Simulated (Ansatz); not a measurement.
# MoS2 (R3m): one cell, many starting occupations (series 2), part 1 of 2

DFT+U has many self-consistent solutions. How far apart do the states of MoS2 (R3m) lie when only the starting occupations change? Cell and atoms stay fixed.

Computed with Ansatz 0.2.0 (DFT PBE+U (U_eff = 6 eV on Mo d), plane waves, PAW, unless a step's input says otherwise).

## 1. The structure to begin with

The structure is trigonal, space group R3m (No. 160). The conventional cell has a = 3.163 Å, b = 3.163 Å, c = 18.370 Å, α = 90.00°, β = 90.00°, γ = 120.00°. Mo (site symmetry 3m) has 6 S at 2.36 Å as nearest neighbours. S (site symmetry 3m) has 3 Mo at 2.36 Å as nearest neighbours.

Structure file:

```
Mo S
1.0
     1.58150    0.91308    6.12333
    -1.58150    0.91308    6.12333
     0.00000   -1.82616    6.12333
Mo S
1 2
Direct
  0.00000 0.00000 0.00000
  0.74840 0.74840 0.74840
  0.58490 0.58490 0.58490
```

Magnetic order typed: ferromagnetic.

The runs: random orbitals: single harmonics, second filling; random orbitals: fully mixed, first filling; random orbitals: single harmonics, first filling; random orbitals: fully mixed, one electron more; random orbitals: drawn by pairs, second filling.

An earlier series on this cell reached its lowest free state from «from atoms, symmetry kept, no search», perhaps among other starts (it ended without moments).

## 2. Random orbitals: single harmonics, second filling

Contents of input.yaml:

```yaml
crystal:
  lattice:
    - [1.58149989, 0.91307939, 6.12332821]
    - [-1.58149989, 0.91307939, 6.12332821]
    - [0.0, -1.82615878, 6.12332821]
  atoms:
    - { symbol: Mo, position: [0.0, 0.0, 0.0], spin: 0.3 }
    - { symbol: S, position: [0.7484, 0.7484, 0.7484] }
    - { symbol: S, position: [0.5849, 0.5849, 0.5849] }
basis:
  ecutwfc: 420
  ecutrho_ratio: 4
kpoints:
  mp_grid: { grid: [7, 7, 7] }
hamiltonian:
  xc: pbe
  hubbard:
    sites:
      - { site: 0, l: d, u_eff: 6.0, starting_ns: [{ spin: up, occupation_matrix: s0up }, { spin: down, occupation_matrix: s0down }] }
    occupation_matrices:
      s0up:
        matrix:
          - [0.97, 0.0, 0.0, 0.0, 0.0]
          - [0.0, 0.02, 0.0, 0.0, 0.0]
          - [0.0, 0.0, 0.02, 0.0, 0.0]
          - [0.0, 0.0, 0.0, 0.02, 0.0]
          - [0.0, 0.0, 0.0, 0.0, 0.02]
      s0down:
        matrix:
          - [0.02, 0.0, 0.0, 0.0, 0.0]
          - [0.0, 0.02, 0.0, 0.0, 0.0]
          - [0.0, 0.0, 0.02, 0.0, 0.0]
          - [0.0, 0.0, 0.0, 0.97, 0.0]
          - [0.0, 0.0, 0.0, 0.0, 0.02]
    ns_hold: { iters: 5 }
scf:
  occupations: { method: gaussian, width: 0.05 }
  lower_state_search: "off"
  max_iter: 150
output:
  forces: true
  stress: true
  eigenvalues: true
  populations: true
  hubbard: { sites: [{ site: 0, l: d }] }
magnetization:
  spin_polarized: true
```

The typed matrices put 0.97 on the chosen orbitals and 0.02 on the others, and are held for 5 cycles.

Started as:

```console
ansatz run input.yaml --threads 2 --pin off --max-ram 3072MiB --backend cpu --events-out ev --progress --plain --runs-dir out
```

Log (excerpt; [...] marks lines left out):

```text
Warning: crystal.symmetry: narrowed to the stabiliser of the occupation matrices — unitary ops 6 → 2; lowered by the specified shell (site 0, l: d); largest admitted image defect 4.4e-16, smallest excluded 7.1e-1 — at a splitting's scale: the group the occupation matrices' own texture admits
Warning: RAYON_NUM_THREADS=2 ignored (pool sized by the plan → 2); use --threads N
[...]
Mo: projections on atomic orbitals take those of the free atom [Ar 3d10] 4s2 4p6 4d5 5s1, of charge +0.00 (hamiltonian.pseudopotentials.projection_atoms); the dataset's partial waves leave at most 6.0e-6 of an orbital's norm unspanned inside its sphere
S: projections on atomic orbitals take those of the free atom [Ne] 3s2 3p4, of charge +0.00 (hamiltonian.pseudopotentials.projection_atoms); the dataset's partial waves leave at most 1.6e-7 of an orbital's norm unspanned inside its sphere
[...]
Pseudopotentials: kind: paw
Pseudopotential: Mo, paw, valence charge 14, recommended cutoff 420 eV (normal), Mo.paw.azcp
Pseudopotential: S, paw, valence charge 6, recommended cutoff 420 eV (normal), S.paw.azcp
Functional definition: PBE
[...]
Crystal: 3 atoms, lattice volume = 53.054 Å³
Basis set: ecut = 420 eV, 1011 PW (Γ), FFT grids on a1−a3, a2−a3, a3, exchange–correlation on 48×48×90 points (8 copies of the dense FFT grid, shifted against one another)
Bands: 18, of which v1, the nominal top of the filled ones, is band 13 counted from 1 (12 counted from 0)
Symmetry: 2 space group operations
k-points: 100 of 343 (time reversal used)
[...]
Starting moments: Σ|m| = 0.3 μB on 1 of 3 sites
[...]
SCF iter   1: F=—  HF=-6754.752714 eV  |F-HF|=—  |Δ(HF+E_count)|=         —  Δρ=7.01e-2 (↑7.01e-2 ↓6.02e-2)  dr2=1.39e1  dr2_m=2.91e-1  M=0.000 μB ∫|m|=0.849 μB  β_m=0.30  ethr=3.10e-3  ⟨swp⟩=6.0  Hψ=20374  notcnv=0
[...]
WARN: the starting moments were not kept: the SCF closed with an absolute magnetisation of 2.0e-5 μB, where they sum to 0.3 μB in size (1 site). That is at most 0.1 of that sum. Measured as dr2_m measures the in/out step, that magnetisation stands 9.0e-11 eV from none, at or under the [...]
WARN: hamiltonian.hubbard: on 2 of 2 specified blocks the occupation matrix of this SCF's result fails the test of the specified filling. At site 0 ↑ (sites count from 0 in the list of atoms of the cell that this SCF solves) the least filled combination of the orbitals specified full has [...]
Fermi energy:    11.218435 eV
[...]
--- Specified on-site occupations, and those of the state reported ---
  electrons in the specified blocks: 2.1000 specified, 5.2326 found
  site 0 (l=d) ↓: largest change of an orbital's occupation 0.6349; electrons 1.0500 specified, 2.6163 found; spectral distance 0.9936
  site 0 (l=d) ↑: largest change of an orbital's occupation 0.4985; electrons 1.0500 specified, 2.6163 found; spectral distance 0.9936
--- Forces (eV/Å), atoms counted from 1 ---
  atom   1  Mo     0.00000000    -0.00000625     0.00043297
  atom   2  S      0.00000000     0.00000418     1.26447317
  atom   3  S      0.00000000     0.00000429    -1.26490637
[...]
--- Stress (GPa, compression-positive) ---
        7.363462       0.000000       0.000000
        0.000000       7.363428       0.000001
        0.000000       0.000001      13.637394
  P = ⅓ Tr σ = 9.4548 GPa (94.548 kbar)
--- Band table (eV; the first three rows and the last of 200) ---
  k-point 0 ↑: bands = ["-50.3938", "-24.4852", "-24.3937", "-24.3937", "-4.1157", "-2.2711", "3.7289", "7.3102", "7.3103", "8.7552", "8.7552", "9.5915", "9.9351", "13.2717", "13.2717", "13.6330", "13.6330", "16.5074"]
[...]
Occupation matrices written to <dir>
--- Löwdin populations: 3 sites ---
  site symbol       q [e]    m [muB]
     0     Mo     13.7259    -0.0000
     1      S      6.0346     0.0000
     2      S      6.0381     0.0000
  spilling = 0.007743 (of n_electrons = 26.000000)
--- Occupation matrices: 1 shell (run DFT+U table (all-electron-ortho-atomic); ε = 6.63e-4) ---
  Mo0 d_4D: site group C3v (3m)
  Mo0 d_4D up     Tr n = 2.6163  λ = 0.462 0.462 0.519 0.519 0.655  [2× yz 0.50 E(1.00) | 2× x2-y2 0.50 E(1.00) | z2 1.00 A1(1.00)]
  Mo0 d_4D dn     Tr n = 2.6163  λ = 0.462 0.462 0.519 0.519 0.655  [2× xz 0.50 E(1.00) | 2× x2-y2 0.50 E(1.00) | z2 1.00 A1(1.00)]
  specified occupation → Mo0 d_4D up: matrix, ‖Δ‖_F = 0.9936, Tr Δ = -1.5663, displaced = 1.0982, d_λ = 0.9936; orbital distance = 0.0000
  specified occupation → Mo0 d_4D dn: matrix, ‖Δ‖_F = 1.1165, Tr Δ = -1.5663, displaced = 1.2346, d_λ = 0.9936; orbital distance = 1.4142
  Tr n, λ and their labels are of the run-group-symmetrised matrices; stabiliser: 12 of 12 elements of G0×{1,Θ} (closed), max defect 1.9e-5 at τ = 1.4e-4
```

Run time: 36 s. Hardware: 2 threads of Arm Neoverse V2, shared host; peak memory 0.59 GiB.

End state: a gap on the mesh of 0.83 eV, pressure 9.5 GPa, no moment over 0.05 μB in any sphere, largest force component 1.26 eV/Å, 2 symmetry operations imposed. The program reports that the typed filling wasn't kept.

How the shells are filled (orbitals counted by the eigenvalues of the occupation matrices):

```
         shell  channel  electrons  over 0.8  0.2 to 0.8  under 0.2
Mo 4d (atom 1)       up       2.62         0           5          0
Mo 4d (atom 1)     down       2.62         0           5          0
```

## 3. Random orbitals: fully mixed, first filling

input.yaml: that of step 2 with these lines changed.

```diff
@@ -6,3 +6,3 @@
   atoms:
-    - { symbol: Mo, position: [0.0, 0.0, 0.0], spin: 0.3 }
+    - { symbol: Mo, position: [0.0, 0.0, 0.0], spin: 2.0 }
     - { symbol: S, position: [0.7484, 0.7484, 0.7484] }
@@ -22,7 +22,7 @@
         matrix:
-          - [0.97, 0.0, 0.0, 0.0, 0.0]
-          - [0.0, 0.02, 0.0, 0.0, 0.0]
-          - [0.0, 0.0, 0.02, 0.0, 0.0]
-          - [0.0, 0.0, 0.0, 0.02, 0.0]
-          - [0.0, 0.0, 0.0, 0.0, 0.02]
+          - [0.13055, -0.21, -0.0618, 0.07715, 0.1973]
+          - [-0.21, 0.43738, 0.16192, -0.02413, -0.38911]
+          - [-0.0618, 0.16192, 0.16202, 0.25246, -0.14484]
+          - [0.07715, -0.02413, 0.25246, 0.88683, 0.0427]
+          - [0.1973, -0.38911, -0.14484, 0.0427, 0.38322]
       s0down:
@@ -32,5 +32,5 @@
           - [0.0, 0.0, 0.02, 0.0, 0.0]
-          - [0.0, 0.0, 0.0, 0.97, 0.0]
+          - [0.0, 0.0, 0.0, 0.02, 0.0]
           - [0.0, 0.0, 0.0, 0.0, 0.02]
-    ns_hold: { iters: 5 }
+    ns_hold: { iters: 12 }
 scf:
```

The typed matrices are held for 12 cycles.

Started as:

```console
ansatz run input.yaml --threads 2 --pin off --max-ram 3072MiB --backend cpu --events-out ev --progress --plain --runs-dir out
```

Log (excerpt; [...] marks lines left out):

```text
Warning: crystal.symmetry: narrowed to the stabiliser of the occupation matrices — unitary ops 6 → 1; lowered by the specified shell (site 0, l: d); largest admitted image defect 4.4e-16, smallest excluded 4.1e-1 — at a splitting's scale: the group the occupation matrices' own texture admits
Warning: RAYON_NUM_THREADS=2 ignored (pool sized by the plan → 2); use --threads N
[...]
Mo: projections on atomic orbitals take those of the free atom [Ar 3d10] 4s2 4p6 4d5 5s1, of charge +0.00 (hamiltonian.pseudopotentials.projection_atoms); the dataset's partial waves leave at most 6.0e-6 of an orbital's norm unspanned inside its sphere
S: projections on atomic orbitals take those of the free atom [Ne] 3s2 3p4, of charge +0.00 (hamiltonian.pseudopotentials.projection_atoms); the dataset's partial waves leave at most 1.6e-7 of an orbital's norm unspanned inside its sphere
[...]
[... 4 set-up lines as earlier in the session ...]
[...]
Crystal: 3 atoms, lattice volume = 53.054 Å³
[...]
WARN: the starting moments were not kept: the SCF closed with an absolute magnetisation of 2.3e-5 μB, where they sum to 2 μB in size (1 site). That is at most 0.1 of that sum. Measured as dr2_m measures the in/out step, that magnetisation stands 1.7e-10 eV from none, at or under the [...]
WARN: hamiltonian.hubbard: on 2 of 2 specified blocks the occupation matrix of this SCF's result fails the test of the specified filling. At site 0 ↑ (sites count from 0 in the list of atoms of the cell that this SCF solves) the least filled combination of the orbitals specified full has [...]
--- Stress (GPa, compression-positive) ---
        7.363461       0.000041      -0.000002
        0.000041       7.363436      -0.000005
       -0.000002      -0.000005      13.637395
  P = ⅓ Tr σ = 9.4548 GPa (94.548 kbar)
--- Band table (eV; the first three rows and the last of 344) ---
  k-point 0 ↑: bands = ["-50.3938", "-24.4852", "-24.3937", "-24.3937", "-4.1157", "-2.2711", "3.7289", "7.3102", "7.3103", "8.7552", "8.7552", "9.5915", "9.9351", "13.2717", "13.2717", "13.6330", "13.6330", "16.5074"]
[...]
Occupation matrices written to <dir>
--- Löwdin populations: 3 sites ---
  site symbol       q [e]    m [muB]
     0     Mo     13.7259     0.0000
     1      S      6.0346    -0.0000
     2      S      6.0381     0.0000
  spilling = 0.007743 (of n_electrons = 26.000000)
--- Occupation matrices: 1 shell (run DFT+U table (all-electron-ortho-atomic); ε = 6.64e-4) ---
  Mo0 d_4D: site group C3v (3m)
  Mo0 d_4D up     Tr n = 2.6163  λ = 0.462 0.462 0.519 0.519 0.655  [2× yz 0.50 E(1.00) | 2× x2-y2 0.50 E(1.00) | z2 1.00 A1(1.00)]
  Mo0 d_4D dn     Tr n = 2.6163  λ = 0.462 0.462 0.519 0.519 0.655  [2× xz 0.50 E(1.00) | 2× xy 0.50 E(1.00) | z2 1.00 A1(1.00)]
  specified occupation → Mo0 d_4D up: matrix, ‖Δ‖_F = 1.1111, Tr Δ = -0.6163, displaced = 1.2319, d_λ = 0.9709; orbital distance = 1.4037
  specified occupation → Mo0 d_4D dn: matrix, ‖Δ‖_F = 1.1363, Tr Δ = -2.5163, displaced = 1.2581, d_λ = 1.1363; orbital distance = 0.0000
  Tr n, λ and their labels are of the run-group-symmetrised matrices; stabiliser: 12 of 12 elements of G0×{1,Θ} (closed), max defect 2.9e-5 at τ = 1.4e-4
```

Wall time 1.8 min (2 threads of Arm Neoverse V2, shared host); peak memory 0.74 GiB.

End state: a gap on the mesh of 0.83 eV, pressure 9.5 GPa, no moment over 0.05 μB in any sphere, largest force component 1.26 eV/Å, 1 symmetry operation imposed. The program reports that the typed filling wasn't kept.

The shells' filling, with natural orbitals sorted by occupation:

```
         shell  channel  electrons  over 0.8  0.2 to 0.8  under 0.2
Mo 4d (atom 1)       up       2.62         0           5          0
Mo 4d (atom 1)     down       2.62         0           5          0
```

## 4. Random orbitals: single harmonics, first filling

input.yaml: that of step 3 with these lines changed.

```diff
@@ -22,7 +22,7 @@
         matrix:
-          - [0.13055, -0.21, -0.0618, 0.07715, 0.1973]
-          - [-0.21, 0.43738, 0.16192, -0.02413, -0.38911]
-          - [-0.0618, 0.16192, 0.16202, 0.25246, -0.14484]
-          - [0.07715, -0.02413, 0.25246, 0.88683, 0.0427]
-          - [0.1973, -0.38911, -0.14484, 0.0427, 0.38322]
+          - [0.02, 0.0, 0.0, 0.0, 0.0]
+          - [0.0, 0.02, 0.0, 0.0, 0.0]
+          - [0.0, 0.0, 0.02, 0.0, 0.0]
+          - [0.0, 0.0, 0.0, 0.97, 0.0]
+          - [0.0, 0.0, 0.0, 0.0, 0.97]
       s0down:
```

The typed matrices put 0.97 on the chosen orbitals and 0.02 on the others, and are held for 12 cycles.

Started as:

```console
ansatz run input.yaml --threads 2 --pin off --max-ram 3072MiB --backend cpu --events-out ev --progress --plain --runs-dir out
```

Log (excerpt; [...] marks lines left out):

```text
Warning: RAYON_NUM_THREADS=2 ignored (pool sized by the plan → 2); use --threads N
[...]
Mo: projections on atomic orbitals take those of the free atom [Ar 3d10] 4s2 4p6 4d5 5s1, of charge +0.00 (hamiltonian.pseudopotentials.projection_atoms); the dataset's partial waves leave at most 6.0e-6 of an orbital's norm unspanned inside its sphere
S: projections on atomic orbitals take those of the free atom [Ne] 3s2 3p4, of charge +0.00 (hamiltonian.pseudopotentials.projection_atoms); the dataset's partial waves leave at most 1.6e-7 of an orbital's norm unspanned inside its sphere
[...]
[... 4 set-up lines as earlier in the session ...]
[...]
Crystal: 3 atoms, lattice volume = 53.054 Å³
Basis set: ecut = 420 eV, 1011 PW (Γ), FFT grids on a1−a3, a2−a3, a3, exchange–correlation on 48×48×90 points (8 copies of the dense FFT grid, shifted against one another)
Bands: 18, of which v1, the nominal top of the filled ones, is band 13 counted from 1 (12 counted from 0)
Symmetry: 6 space group operations
[...]
WARN: the starting moments were not kept: the SCF closed with an absolute magnetisation of 3.1e-5 μB, where they sum to 2 μB in size (1 site). That is at most 0.1 of that sum. Measured as dr2_m measures the in/out step, that magnetisation stands 1.5e-10 eV from none, at or under the [...]
WARN: hamiltonian.hubbard: on 2 of 2 specified blocks the occupation matrix of this SCF's result fails the test of the specified filling. At site 0 ↑ (sites count from 0 in the list of atoms of the cell that this SCF solves) the least filled combination of the orbitals specified full has [...]
  P = ⅓ Tr σ = 9.4548 GPa (94.548 kbar)
--- Band table (eV; the first three rows and the last of 88) ---
  k-point 0 ↑: bands = ["-50.3938", "-24.4852", "-24.3937", "-24.3937", "-4.1157", "-2.2711", "3.7289", "7.3103", "7.3103", "8.7552", "8.7552", "9.5915", "9.9351", "13.2717", "13.2717", "13.6330", "13.6330", "16.5074"]
[...]
Occupation matrices written to <dir>
--- Löwdin populations: 3 sites ---
  site symbol       q [e]    m [muB]
     0     Mo     13.7259    -0.0000
     1      S      6.0346     0.0000
     2      S      6.0381     0.0000
  spilling = 0.007743 (of n_electrons = 26.000000)
--- Occupation matrices: 1 shell (run DFT+U table (all-electron-ortho-atomic); ε = 3.82e-4) ---
  Mo0 d_4D: site group C3v (3m)
  Mo0 d_4D up     Tr n = 2.6163  λ = 0.462 0.462 0.519 0.519 0.655  [2× xz 0.50 E(1.00) | 2× x2-y2 0.50 E(1.00) | z2 1.00 A1(1.00)]
  Mo0 d_4D dn     Tr n = 2.6163  λ = 0.462 0.462 0.519 0.519 0.655  [2× xz 0.50 E(1.00) | 2× x2-y2 0.50 E(1.00) | z2 1.00 A1(1.00)]
  specified occupation → Mo0 d_4D up: matrix, ‖Δ‖_F = 1.0963, Tr Δ = -0.6163, displaced = 1.2111, d_λ = 0.9709; orbital distance = 1.2248
  specified occupation → Mo0 d_4D dn: matrix, ‖Δ‖_F = 1.1363, Tr Δ = -2.5163, displaced = 1.2581, d_λ = 1.1363; orbital distance = 0.0000
  Tr n, λ and their labels are of the run-group-symmetrised matrices; stabiliser: 12 of 12 elements of G0×{1,Θ} (closed), max defect 2.0e-5 at τ = 8.1e-5
```

Wall time 30 s (2 threads of Arm Neoverse V2, shared host); peak memory 0.48 GiB.

Result: a gap on the mesh of 0.83 eV, pressure 9.5 GPa, no moment over 0.05 μB in any sphere, largest force component 1.26 eV/Å, 6 symmetry operations imposed. The program reports that the typed filling wasn't kept.

The shells' filling, with natural orbitals sorted by occupation:

```
         shell  channel  electrons  over 0.8  0.2 to 0.8  under 0.2
Mo 4d (atom 1)       up       2.62         0           5          0
Mo 4d (atom 1)     down       2.62         0           5          0
```

## 5. Random orbitals: fully mixed, one electron more

input.yaml: that of step 4 with these lines changed.

```diff
@@ -6,3 +6,3 @@
   atoms:
-    - { symbol: Mo, position: [0.0, 0.0, 0.0], spin: 2.0 }
+    - { symbol: Mo, position: [0.0, 0.0, 0.0], spin: 3.0 }
     - { symbol: S, position: [0.7484, 0.7484, 0.7484] }
@@ -22,7 +22,7 @@
         matrix:
-          - [0.02, 0.0, 0.0, 0.0, 0.0]
-          - [0.0, 0.02, 0.0, 0.0, 0.0]
-          - [0.0, 0.0, 0.02, 0.0, 0.0]
-          - [0.0, 0.0, 0.0, 0.97, 0.0]
-          - [0.0, 0.0, 0.0, 0.0, 0.97]
+          - [0.9263, 0.00537, -0.01856, 0.16041, -0.11619]
+          - [0.00537, 0.70715, -0.38304, 0.06012, 0.17393]
+          - [-0.01856, -0.38304, 0.39583, 0.18546, 0.18528]
+          - [0.16041, 0.06012, 0.18546, 0.35687, 0.37789]
+          - [-0.11619, 0.17393, 0.18528, 0.37789, 0.56385]
       s0down:
@@ -34,3 +34,3 @@
           - [0.0, 0.0, 0.0, 0.0, 0.02]
-    ns_hold: { iters: 12 }
+    ns_hold: until_converged
 scf:
```

The typed matrices are held until the SCF converges, then released.

Started as:

```console
ansatz run input.yaml --threads 2 --pin off --max-ram 3072MiB --backend cpu --events-out ev --progress --plain --runs-dir out
```

Log (excerpt; [...] marks lines left out):

```text
Warning: crystal.symmetry: narrowed to the stabiliser of the occupation matrices — unitary ops 6 → 1; lowered by the specified shell (site 0, l: d); largest admitted image defect 2.2e-16, smallest excluded 4.8e-1 — at a splitting's scale: the group the occupation matrices' own texture admits
Warning: RAYON_NUM_THREADS=2 ignored (pool sized by the plan → 2); use --threads N
[...]
Mo: projections on atomic orbitals take those of the free atom [Ar 3d10] 4s2 4p6 4d5 5s1, of charge +0.00 (hamiltonian.pseudopotentials.projection_atoms); the dataset's partial waves leave at most 6.0e-6 of an orbital's norm unspanned inside its sphere
S: projections on atomic orbitals take those of the free atom [Ne] 3s2 3p4, of charge +0.00 (hamiltonian.pseudopotentials.projection_atoms); the dataset's partial waves leave at most 1.6e-7 of an orbital's norm unspanned inside its sphere
[...]
[... 4 set-up lines as earlier in the session ...]
[...]
Crystal: 3 atoms, lattice volume = 53.054 Å³
[...]
WARN: the starting moments were not kept: the SCF closed with an absolute magnetisation of 1.7e-5 μB, where they sum to 3 μB in size (1 site). That is at most 0.1 of that sum. Measured as dr2_m measures the in/out step, that magnetisation stands 7.4e-11 eV from none, at or under the [...]
WARN: hamiltonian.hubbard: on 2 of 2 specified blocks the occupation matrix of this SCF's result fails the test of the specified filling. At site 0 ↑ (sites count from 0 in the list of atoms of the cell that this SCF solves) the least filled combination of the orbitals specified full has [...]
--- Stress (GPa, compression-positive) ---
        7.363478       0.000004      -0.000000
        0.000004       7.363482       0.000000
       -0.000000       0.000000      13.637385
  P = ⅓ Tr σ = 9.4548 GPa (94.548 kbar)
--- Band table (eV; the first three rows and the last of 344) ---
  k-point 0 ↑: bands = ["-50.3938", "-24.4852", "-24.3937", "-24.3937", "-4.1157", "-2.2711", "3.7289", "7.3102", "7.3103", "8.7552", "8.7552", "9.5915", "9.9351", "13.2717", "13.2717", "13.6330", "13.6330", "16.5074", "19.2595"]
[...]
Occupation matrices written to <dir>
--- Löwdin populations: 3 sites ---
  site symbol       q [e]    m [muB]
     0     Mo     13.7259     0.0000
     1      S      6.0346    -0.0000
     2      S      6.0381    -0.0000
  spilling = 0.007743 (of n_electrons = 26.000000)
--- Occupation matrices: 1 shell (run DFT+U table (all-electron-ortho-atomic); ε = 3.08e-4) ---
  Mo0 d_4D: site group C3v (3m)
  Mo0 d_4D up     Tr n = 2.6163  λ = 0.462 0.462 0.519 0.519 0.655  [2× xz 0.50 E(1.00) | 2× x2-y2 0.50 E(1.00) | z2 1.00 A1(1.00)]
  Mo0 d_4D dn     Tr n = 2.6163  λ = 0.462 0.462 0.519 0.519 0.655  [2× xz 0.50 E(1.00) | 2× x2-y2 0.50 E(1.00) | z2 1.00 A1(1.00)]
  specified occupation → Mo0 d_4D up: matrix, ‖Δ‖_F = 1.0150, Tr Δ = +0.3337, displaced = 1.1222, d_λ = 0.9475; orbital distance = 1.4994
  specified occupation → Mo0 d_4D dn: matrix, ‖Δ‖_F = 1.1363, Tr Δ = -2.5163, displaced = 1.2581, d_λ = 1.1363; orbital distance = 0.0000
  Tr n, λ and their labels are of the run-group-symmetrised matrices; stabiliser: 12 of 12 elements of G0×{1,Θ} (closed), max defect 1.9e-5 at τ = 6.5e-5
```

Wall time 1.9 min (2 threads of Arm Neoverse V2, shared host); peak memory 0.74 GiB.

Result: a gap on the mesh of 0.83 eV, pressure 9.5 GPa, no moment over 0.05 μB in any sphere, largest force component 1.26 eV/Å, 1 symmetry operation imposed. The program reports that the typed filling wasn't kept.

The shells' filling, with natural orbitals sorted by occupation:

```
         shell  channel  electrons  over 0.8  0.2 to 0.8  under 0.2
Mo 4d (atom 1)       up       2.62         0           5          0
Mo 4d (atom 1)     down       2.62         0           5          0
```

(Continued in part 2 of 2.)
